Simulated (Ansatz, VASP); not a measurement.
# SrO: VASP beside Ansatz

One calculation is typed for both programs; each brings its own data sets and cutoff. How far apart do they land? The cell is a member of a volume series, scaled by 0.985 from a relaxed one, so a pressure remains.

Program: Ansatz 0.2.0. Level of theory: plane waves, with VASP 6.6.1 beside it; single point at LDA. Results are calculated unless marked as measured.

## 1. The structure

It takes space group Fm-3m (No. 225, cubic). Conventional cell: a = 5.052 Å, b = 5.052 Å, c = 5.052 Å, α = 90.00°, β = 90.00°, γ = 90.00°. Nearest to Sr lie 6 O at 2.53 Å. Nearest to O lie 6 Sr at 2.53 Å. Farther neighbours and most contacts between anions are not listed.

## 2. Ansatz: single point, LDA, volume scaled by 0.985

Ansatz runs on its default PAW (the set named soft_2) files.

With cell and atoms fixed, the geometry can't cause a difference; cores, projectors, grids and the points listed under the comparison can.

File input.yaml:

```yaml
crystal:
  lattice:
    - [0.0, 2.52585535, 2.52585535]
    - [2.52585535, 0.0, 2.52585535]
    - [2.52585535, 2.52585535, 0.0]
  atoms:
    - { symbol: Sr, position: [0.0, 0.0, 0.0] }
    - { symbol: O, position: [0.5, 0.5, 0.5] }
hamiltonian:
  xc: lda
  pseudopotentials: { kind: paw }
kpoints:
  mp_grid: { grid: [8, 8, 8] }
scf:
  occupations: { method: gaussian, width: 0.03 }
  n_extra_bands: 4
output:
  forces: true
  stress: true
  eigenvalues: true
  write_density: true
  write_potential: true
  elf: true
  volumetric_format: npy
```

The run is started by

```console
ansatz run input.yaml --threads 2 --pin off --max-ram 4608MiB --backend cpu --events-out ev --progress --plain --runs-dir out
```

Numbers of over 12 decimals in the logs are rounded to 6 here.

Log:

```text
scf.n_extra_bands = 4 over 8 filled bands (N_el = 16.0): the run solves 12 bands
Engine: ansatz 0.2.0, aarch64-unknown-linux-gnu
Pseudopotentials: kind: paw
Pseudopotential: Sr, paw, valence charge 10, recommended cutoff 420 eV (normal), Sr.paw.azcp
Pseudopotential: O, paw, valence charge 6, recommended cutoff 420 eV (normal), O.paw.azcp
Functional definition: SPW92
  exchange = slater_x
  correlation = pw_c
Crystal: 2 atoms, lattice volume = 32.230 Å³
Basis set: ecut = 420 eV, 609 PW (Γ)
Bands: 12, of which v1, the nominal top of the filled ones, is band 8 counted from 1 (7 counted from 0)
Symmetry: 48 space group operations
Space group: Fm-3m (ITA 225), of the structure as read, at distance tolerance 3.2e-5 Å
k-points: 29 of 512
Non-local potential: Sr, projectors of the file, l = 0: 3, l = 1: 2, l = 2: 2
Non-local potential: O, projectors of the file, l = 0: 2, l = 1: 2, l = 2: 1
PAW form: soft (Blöchl's): semilocal exchange-correlation on the pseudo side does not see the compensation charge
PAW frozen core: Sr, regenerated for the run's functional, and the local potential with it (the file was generated under x = pbe(κ = 0.804, μ = 0.219515), c = pbe(β = 0.066725))
PAW frozen core: O, regenerated for the run's functional, and the local potential with it (the file was generated under x = pbe(κ = 0.804, μ = 0.219515), c = pbe(β = 0.066725))
PAW one-centre angular grid: Sr, 110 points (default); XC on 64 Gauss nodes
PAW one-centre angular grid: O, 110 points (default); XC on 64 Gauss nodes
Initial density: superposition of atomic densities (neutral atoms: chi_scale 0, normalization atom), corrected by the library's trained network
Initial wavefunctions: pseudopotential atomic-orbital guess
Functional: x = slater, c = lda
SCF iter   1: F=—  HF=-4002.847886 eV  |F-HF|=—  |Δ(HF+E_count)|=         —  Δρ=1.65e-2  dr2=8.84e-2  ethr=1.77e-3  ⟨swp⟩=8.8  Hψ=2766  notcnv=0
preconditioner: auto → none  [insulator: Δε(μ)=2.836 eV  Ē_g=16.122 eV  σ=0.030 eV  W_gap=1.00  n_scr=8 (ndim 8)  ℏωp=24.5 eV  f_vac=0.000  D(μ)=0.00/eV (n_scr^D=0)  ε∞_Penn≈3.3]
SCF iter   2: F=—  HF=-4002.829154 eV  |F-HF|=—  |Δ(HF+E_count)|=   1.87e-2  Δρ=3.35e-3  dr2=3.27e-3  ethr=5.52e-4  ⟨swp⟩=2.0  Hψ=680  notcnv=0
SCF iter   3: F=—  HF=-4002.828441 eV  |F-HF|=—  |Δ(HF+E_count)|=   7.13e-4  Δρ=9.76e-4  dr2=1.73e-4  ethr=2.04e-5  ⟨swp⟩=2.0  Hψ=410  notcnv=0
SCF iter   4: F=—  HF=-4002.828393 eV  |F-HF|=—  |Δ(HF+E_count)|=   4.85e-5  Δρ=4.69e-5  dr2=3.72e-7  ethr=1.08e-6  ⟨swp⟩=2.2  Hψ=464  notcnv=0
SCF iter   5: F=—  HF=-4002.828395 eV  |F-HF|=—  |Δ(HF+E_count)|=   2.14e-6  Δρ=1.10e-5  dr2=9.74e-9  ethr=2.33e-9  ⟨swp⟩=2.4  Hψ=622  notcnv=0
SCF iter   6: F=-4002.828395 eV  HF=-4002.828395 eV  |F-HF|=7.61e-10  |Δ(HF+E_count)|=   3.39e-9  Δρ=2.17e-6  dr2=9.43e-10  ethr=6.09e-11  ⟨swp⟩=6.6  Hψ=2154  notcnv=0
SCF 1 converged in 6 iterations: F = -4002.828395 eV  dr2 = 9.43e-10
  greatest PAW one-centre occupation: 0.987 electrons in one spin orbital (limit 2), on the Sr atom at site 0 (counted from 0), in its partial waves of l = 0
SCF converged after 6 iterations
Free energy (F): -4002.828395 eV
Harris-Foulkes:  -4002.828395 eV  (|F-HF|=7.61e-10)
Internal energy: -4002.828395 eV  (E = F + TS)
E sigma→0 (E₀):  -4002.828395 eV
Fermi energy:    9.678389 eV
--- Per-component energies (eV) ---
  E_band       = -51.705241
  E_kinetic    = 423.451923
  E_local      = -841.548909  (includes V_loc(G=0)·N_el)
  E_nonlocal   = 256.388980
  E_hartree    = 224.058886
  E_xc         = -246.541867
  E_vxc        = -258.241430  (∫ρ·V_xc dr)
  E_paw        = -2743.970884  (= ΣΔE_a)
  E_vpaw       = -79.875961  (= ΣTr[D̂ρ^β])
  E_aug_tail   = 0.002487  (compensation charges beyond the density's cutoff)
  E_ewald      = -1075.060067
  E_core_change = 0.391057  (= ΣΔE_core)
  E_smearing   = -0.000000  (= −TS)
  E_closure    = 0.000000  (closes the sum)
  Σ components = -4002.828395   (vs F -4002.828395, Δ=0.00e0)
--- Forces (eV/Å), atoms counted from 1 ---
  atom   1  Sr    -0.00000000     0.00000000     0.00000000
  atom   2  O      0.00000000    -0.00000000    -0.00000000
  max |Σ_I F_I| component: 2.81e-29 eV/Å
--- Stress (GPa, compression-positive) ---
        0.788010      -0.000000       0.000000
       -0.000000       0.788010      -0.000000
        0.000000      -0.000000       0.788010
  P = ⅓ Tr σ = 0.7880 GPa (7.880 kbar)
--- Band table (eV; the first three rows and the last of 29) ---
  k-point 0: bands = [... 4 lower, -5.3916, 8.1201, 8.1201, 8.1201, 12.3198, 14.4006, 14.4006, 14.4006]
  k-point 1: bands = [... 4 lower, -5.0512, 7.6385, 7.9037, 7.9037, 13.0475, 14.2221, 14.7265, 14.7265]
  k-point 2: bands = [... 4 lower, -4.5546, 6.7573, 7.4404, 7.4404, 14.1728, 14.6145, 15.6184, 15.6184]
  k-point 28: bands = [... 4 lower, -4.7663, 6.9078, 7.7637, 7.7637, 14.1860, 14.1860, 17.1975, 19.8017]
```

The job ended after 0.67 s (2 threads of Arm Neoverse V1, shared host; peak memory 0.26 GiB; 1.2 s of CPU time).

The run ends at a pressure of 0.79 GPa.

## 3. VASP: single point, LDA, volume scaled by 0.985

The same cell, functional (in two slightly different forms), mesh and smearing now go to VASP, with its own data sets and cutoff.

Lines of VASP's logs that name or quote its potential files are left out, and so is its time.

The input asks for a relaxation, which ended at its first step since no free force or stress exceeded the threshold; so it serves as a single point.

File INCAR:

```
SYSTEM = SrO
PREC = Accurate
ENCUT = 560
EDIFF = 1E-06
NELM = 100
ISMEAR = 0
SIGMA = 0.03
LREAL = .FALSE.
ALGO = Normal
GGA = CA
NBANDS = 14
LORBIT = 11
LWAVE = .FALSE.
LCHARG = .FALSE.
KPAR = 4
IBRION = 2
NSW = 30
ISIF = 4
EDIFFG = -0.01
```

File POSCAR:

```
SrO
1.0
    0.0000000000      2.5258553455      2.5258553455
    2.5258553455      0.0000000000      2.5258553455
    2.5258553455      2.5258553455      0.0000000000
Sr O
1 1
Direct
    0.0000000000      0.0000000000      0.0000000000
    0.5000000000      0.5000000000      0.5000000000
```

File KPOINTS:

```
Automatic mesh
0
Gamma
8 8 8
0 0 0
```

Potentials, in the order of the species: Sr_sv and O (LDA family, release 64).

The run is started by

```console
mpirun -np 4 vasp_std
```

Log:

```text
[banner, memory and clock lines left out]
running    4 mpi-ranks, on    1 nodes
 distrk:  each k-point on    1 cores,    4 groups
 distr:  one band on    1 cores,    1 groups

 POSCAR found type information on POSCAR SrO
 POSCAR found :  2 types and       2 ions
 LDA part: xc-table for (Slater(with rela. corr.)+CA(PZ))
 , standard interpolation
 POSCAR, INCAR and KPOINTS ok, starting setup
 FFT: planning ... GRIDC
 FFT: planning ... GRID_SOFT
 FFT: planning ... GRID
 WAVECAR not read
 entering main loop
       N       E                     dE             d eps       ncg     rms          rms(c)
DAV:   1     0.733547540426E+02    0.73355E+02   -0.89183E+03   812   0.119E+03
DAV:   2    -0.119842443257E+02   -0.85339E+02   -0.77342E+02  1100   0.247E+02
DAV:   3    -0.155119658057E+02   -0.35277E+01   -0.35031E+01  1056   0.449E+01
DAV:   4    -0.155857292927E+02   -0.73763E-01   -0.73750E-01  1030   0.564E+00
DAV:   5    -0.155863974249E+02   -0.66813E-03   -0.66812E-03  1052   0.436E-01    0.191E+01
DAV:   6    -0.135941282162E+02    0.19923E+01   -0.68089E+00   830   0.212E+01    0.229E+01
DAV:   7    -0.134334808370E+02    0.16065E+00   -0.37317E-01   962   0.547E+00    0.129E+01
DAV:   8    -0.133846005438E+02    0.48880E-01   -0.13510E-01  1022   0.350E+00    0.142E+00
DAV:   9    -0.133854520370E+02   -0.85149E-03   -0.56664E-03  1192   0.472E-01    0.291E-01
DAV:  10    -0.133853710803E+02    0.80957E-04   -0.29657E-04   902   0.190E-01    0.145E-01
DAV:  11    -0.133853900407E+02   -0.18960E-04   -0.49648E-05   914   0.644E-02    0.195E-02
DAV:  12    -0.133853914545E+02   -0.14138E-05   -0.37758E-06   916   0.157E-02    0.125E-02
DAV:  13    -0.133853911245E+02    0.32998E-06   -0.13891E-06   678   0.894E-03
   1 F= -.13385391E+02 E0= -.13385391E+02  d E =-.133854E+02
 curvature:   0.00 expect dE= 0.000E+00 dE for cont linesearch  0.000E+00
 trial: gam= 0.00000 g(F)=  0.148E-61 g(S)=  0.435E-33 ort = 0.000E+00 (trialstep = 0.100E+01)
 search vector abs. value=  0.100E-09
 reached required accuracy - stopping structural energy minimisation
```

OUTCAR, selected parts (step 3):

```text
ion  position               nearest neighbor table
   1  0.000  0.000  0.000-   2 2.53   2 2.53   2 2.53   2 2.53   2 2.53   2 2.53
   2  0.500  0.500  0.500-   1 2.53   1 2.53   1 2.53   1 2.53   1 2.53   1 2.53

  LATTYP: Found a face centered cubic cell.
 ALAT       =     5.0517106910

 Subroutine GETGRP returns: Found 48 space group operations
 (whereof 48 operations were pure point group operations)

The static configuration has the point symmetry O_h .

 Found     29 irreducible k-points:

   k-points           NKPTS =     29   k-points in BZ     NKDIM =     29   number of bands    NBANDS=     14

   dimension x,y,z NGX =    28 NGY =   28 NGZ =   28
   dimension x,y,z NGXF=    56 NGYF=   56 NGZF=   56

   ENCUT  =  560.0 eV  41.16 Ry    6.42 a.u.   6.89  6.89  6.89*2*pi/ulx,y,z

   NELECT =      16.0000    total number of electrons

 k-points in reciprocal lattice and weights: Automatic mesh
   0.00000000  0.00000000  0.00000000       0.002
   0.12500000  0.00000000  0.00000000       0.016
   0.25000000  0.00000000  0.00000000       0.016
   0.37500000  0.00000000  0.00000000       0.016
   0.50000000  0.00000000  0.00000000       0.008
   0.12500000  0.12500000  0.00000000       0.012
   0.25000000  0.12500000  0.00000000       0.047
   0.37500000  0.12500000  0.00000000       0.047
   0.50000000  0.12500000  0.00000000       0.047
[...]
-0.37500000  0.50000000  0.12500000       0.023
  -0.25000000  0.50000000  0.25000000       0.012

 average (electrostatic) potential at core
       1 -35.8194       2 -71.6460

 E-fermi :   1.8578

 k-point     1 :       0.0000    0.0000    0.0000
  band No.  band energies     occupation
    ...
      4     -11.9658      2.00000
      5     -11.9658      2.00000
      6       1.6101      2.00000
      7       1.6101      2.00000
      8       1.6101      2.00000
      9       5.7983      0.00000
     10       7.8227      0.00000
     11       7.8227      0.00000
     12       7.8227      0.00000
     13      10.1722      0.00000
    ...

 k-point     2 :       0.1250    0.0000    0.0000
  band No.  band energies     occupation
    ...
      4     -11.9802      2.00000
      5     -11.6135      2.00000
      6       1.1231      2.00000
      7       1.3871      2.00000
      8       1.3871      2.00000
      9       6.5262      0.00000
     10       7.6602      0.00000
     11       8.1528      0.00000
     12       8.1528      0.00000
     13      10.6239      0.00000
    ...

 k-point     3 :       0.2500    0.0000    0.0000
  band No.  band energies     occupation
    ...
      4     -12.0144      2.00000
      5     -11.1072      2.00000
      6       0.2311      2.00000
      7       0.9103      2.00000
      8       0.9103      2.00000
      9       7.6280      0.00000
     10       8.0972      0.00000
     11       9.0530      0.00000
     12       9.0530      0.00000
     13      11.7444      0.00000
    ...

  Total        0.3276634      0.3276634      0.3276634      0.0000000     -0.0000000      0.0000000
  in kB       16.2885765     16.2885765     16.2885765      0.0000000     -0.0000000      0.0000000
  external PRESSURE =      16.2885765 kB  Pullay stress =       0.0000000 kB

  energy-cutoff  :      560.00
  volume of cell :       32.23
      direct lattice vectors                 reciprocal lattice vectors
     0.000000000  2.525855346  2.525855346    -0.197952745  0.197952745  0.197952745
     2.525855346  0.000000000  2.525855346     0.197952745 -0.197952745  0.197952745
     2.525855346  2.525855346  0.000000000     0.197952745  0.197952745 -0.197952745

 POSITION                                       TOTAL-FORCE (eV/Angst)
 -----------------------------------------------------------------------------------
      0.00000      0.00000      0.00000         0.000000     -0.000000      0.000000
      2.52586      2.52586      2.52586        -0.000000      0.000000     -0.000000
 -----------------------------------------------------------------------------------
    total drift:                                0.000000      0.000000      0.000000

  FREE ENERGIE OF THE ION-ELECTRON SYSTEM (eV)
  ---------------------------------------------------
  free  energy   TOTEN  =       -13.3853911245 eV

  energy  without entropy=      -13.3853911245  energy(sigma->0) =      -13.38539112

 reached required accuracy - stopping structural energy minimisation

 total charge
# of ion       s       p       d       tot
------------------------------------------
    1        2.021   5.820   0.289   8.130
    2        1.541   3.421   0.000   4.961
--------------------------------------------------
tot          3.561   9.241   0.289  13.091

[... 3 further parts left out ...]
```

The run keeps the 48 symmetry operations of its start, so it cannot find a distortion of lower symmetry.

## 4. Comparison

Known differences besides the potentials themselves: the two LDA forms differ slightly; the cutoff is 420 eV in Ansatz and 560 eV in VASP; VASP's log shows a relativistic correction to its local exchange, Ansatz's none. Total energies have different zeros and are not compared.

The two programs side by side:

```csv
quantity,Ansatz,VASP,difference
pressure (GPa),0.79,1.63,-0.84
pressure without Ansatz's Pulay correction (GPa),0.25,1.63,-1.37
gap on the k mesh (eV),3.116,3.053,+0.064
```

A gap on the mesh is an upper bound, since the band edges may lie between its points. Ansatz's pressure holds a Pulay correction of 0.53 GPa; VASP's holds none.

## 5. Ansatz: single point, LDA, volume scaled by 0.97

With cell and atoms fixed, the geometry can't cause a difference; cores, projectors, grids and the points listed under the comparison can. The cell compared in this pair holds 31.74 Å³, against 32.23 Å³ for the pair before.

The cell is a member of a volume series, scaled by 0.97 from a relaxed one, so a pressure remains.

input.yaml, the sections that differ from step 2:

```yaml
crystal:
  lattice:
    - [0.0, 2.5129681, 2.5129681]
    - [2.5129681, 0.0, 2.5129681]
    - [2.5129681, 2.5129681, 0.0]
  atoms:
    - { symbol: Sr, position: [0.0, 0.0, 0.0] }
    - { symbol: O, position: [0.5, 0.5, 0.5] }
output:
  forces: true
  stress: true
  eigenvalues: true
# hamiltonian, kpoints, scf: as in step 2
```

The run is started by

```console
ansatz run input.yaml --threads 2 --pin off --max-ram 4608MiB --backend cpu --events-out ev --progress --plain --runs-dir out
```

Log:

```text
[...]
Crystal: 2 atoms, lattice volume = 31.739 Å³
Basis set: ecut = 420 eV, 609 PW (Γ)
Bands: 12, of which v1, the nominal top of the filled ones, is band 8 counted from 1 (7 counted from 0)
Symmetry: 48 space group operations
[...]
k-points: 29 of 512
[...]
--- Band table (eV; the first three rows and the last of 29) ---
  k-point 0: bands = [... 4 lower, -5.1425, 8.3003, 8.3003, 8.3003, 12.6179, 14.6126, 14.6126, 14.6126]
  k-point 1: bands = [... 4 lower, -4.8031, 7.8153, 8.0781, 8.0781, 13.3506, 14.4328, 14.9440, 14.9440]
  k-point 2: bands = [... 4 lower, -4.3011, 6.9231, 7.6027, 7.6027, 14.3922, 14.9276, 15.8518, 15.8518]
  k-point 28: bands = [... 4 lower, -4.5164, 7.0651, 7.9663, 7.9663, 14.4064, 14.4064, 17.5007, 20.1128]
[key lines of the parts left out:]
SCF converged after 6 iterations
Free energy (F): -4002.823341 eV
Fermi energy:    9.851478 eV
P = ⅓ Tr σ = 2.5016 GPa (25.016 kbar)
```

Wall time 0.54 s (2 threads); peak memory 0.26 GiB.

The run ends at a pressure of 2.50 GPa.

## 6. VASP: single point, LDA, volume scaled by 0.97

The same cell, functional (in two slightly different forms), mesh and smearing now go to VASP, with its own data sets and cutoff.

The input asks for a relaxation, which ended at its first step since no free force or stress exceeded the threshold; so it serves as a single point.

INCAR: that of step 3 with these lines changed.

```diff
@@ -3,3 +3,3 @@
 ENCUT = 560
-EDIFF = 1E-06
+EDIFF = 1E-07
 NELM = 100
@@ -16,4 +16,4 @@
 IBRION = 2
-NSW = 30
+NSW = 50
 ISIF = 4
-EDIFFG = -0.01
+EDIFFG = -0.002
```

File POSCAR:

```
SrO
1.0
    0.0000000000      2.5129681042      2.5129681042
    2.5129681042      0.0000000000      2.5129681042
    2.5129681042      2.5129681042      0.0000000000
Sr O
1 1
Direct
    0.0000000000      0.0000000000      0.0000000000
    0.5000000000      0.5000000000      0.5000000000
```

KPOINTS is that of step 3.

The run is started by

```console
mpirun -np 4 vasp_std
```

Log:

```text
[... set-up lines as in an earlier step ...]
 entering main loop
       N       E                     dE             d eps       ncg     rms          rms(c)
DAV:   1     0.749604909170E+02    0.74960E+02   -0.89120E+03   812   0.120E+03
DAV:   2    -0.121164812073E+02   -0.87077E+02   -0.79131E+02  1074   0.249E+02
DAV:   3    -0.154998094102E+02   -0.33833E+01   -0.33603E+01  1066   0.452E+01
DAV:   4    -0.155848842595E+02   -0.85075E-01   -0.85064E-01  1048   0.664E+00
[...]
DAV:  12    -0.133772480888E+02   -0.13777E-05   -0.43745E-06   930   0.170E-02    0.147E-02
DAV:  13    -0.133772476835E+02    0.40524E-06   -0.15885E-06   920   0.960E-03    0.167E-03
DAV:  14    -0.133772477022E+02   -0.18679E-07   -0.36166E-08   494   0.168E-03
   1 F= -.13377248E+02 E0= -.13377248E+02  d E =-.133772E+02
[...]
reached required accuracy - stopping structural energy minimisation
```

From OUTCAR (step 6):

```text
  Total        0.6752532      0.6752532      0.6752532      0.0000000     -0.0000000      0.0000000
  in kB       34.0868076     34.0868076     34.0868076      0.0000000     -0.0000000      0.0000000
  external PRESSURE =      34.0868076 kB  Pullay stress =       0.0000000 kB

 POSITION                                       TOTAL-FORCE (eV/Angst)
 -----------------------------------------------------------------------------------
      0.00000      0.00000      0.00000        -0.000000     -0.000000      0.000000
      2.51297      2.51297      2.51297         0.000000      0.000000     -0.000000
 -----------------------------------------------------------------------------------
    total drift:                                0.000000      0.000000      0.000000

  FREE ENERGIE OF THE ION-ELECTRON SYSTEM (eV)
  ---------------------------------------------------
  free  energy   TOTEN  =       -13.3772477022 eV

  energy  without entropy=      -13.3772477022  energy(sigma->0) =      -13.37724770

[... 2 parts as in an earlier step ...]

[... 2 further parts left out ...]
[key lines of the parts left out:]
E-fermi :   1.9163
```

## 7. Side by side

Compared:

```csv
quantity,Ansatz,VASP,difference
pressure (GPa),2.50,3.41,-0.91
pressure without Ansatz's Pulay correction (GPa),1.96,3.41,-1.45
gap on the k mesh (eV),3.102,3.036,+0.066
```

A gap on the mesh is an upper bound, since the band edges may lie between its points. Ansatz's pressure holds a Pulay correction of 0.54 GPa; VASP's holds none.

[end of part 1 of 2]

[Lines on the potential files, build, host, timing and source positions are cut from VASP's logs without a mark.]

[Logs are printed without paths, hosts, clocks, repeated set-up lines and the standing remarks that a program may print on its own settings, such as how far it seeks lower states.]

[Hosts, paths, dates, database ids (printed as entryN), source tags and the programs' standing remarks are cut or masked in the printed files.]
